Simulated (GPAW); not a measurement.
A run of GPAW 26.7.0 is set up as follows.

The input run.py:

```python
from ase.dft.bandgap import bandgap
from ase.io import read, write
from ase.units import GPa
from gpaw import GPAW, PW

atoms = read('POSCAR')

calc = GPAW(mode=PW(450),
            xc='PBE',
            kpts={'size': (9, 9, 9), 'gamma': True},
            occupations={'name': 'fermi-dirac', 'width': 0.05},
            nbands=14,
            maxiter=120,
            txt='gpaw.txt')
atoms.calc = calc
energy = atoms.get_potential_energy()
forces = atoms.get_forces()
stress = atoms.get_stress()
calc.write('gs.gpw')
write('result.traj', atoms)
print(f'Energy: {energy:.6f} eV')
print('Forces (eV/A):')
print(forces.round(4))
print('Stress (GPa):', (stress / GPa).round(3))
print('Fermi level:', round(calc.get_fermi_level(), 4), 'eV')
print(f'Gap: {bandgap(calc)[0]:.4f} eV, direct: {bandgap(calc, direct=True)[0]:.4f} eV')
```

POSCAR

```
Au
1.0
    0.0000000000      2.0350000000      2.0350000000
    2.0350000000      0.0000000000      2.0350000000
    2.0350000000      2.0350000000      0.0000000000
Au
1
Direct
    0.0000000000      0.0000000000      0.0000000000
```

Potentials or basis: GPAW PAW data sets (gpaw-data 1.2.1), pw.

The run is started by

```bash
$ OMP_NUM_THREADS=1 python run.py
```

(1) Predict the pressure.

(2) What does it give for the band gap on the k mesh?

Answers

(1) 12.4 GPa.

(2) none (metal or under the smearing width).

Caveat: with this Au data set, volumes or pressures lay over 1.5 % or 2 GPa off other programs in two to four cells of ten; the cutoff is short for stress and forces, so pressures can be off by a GPa or more.
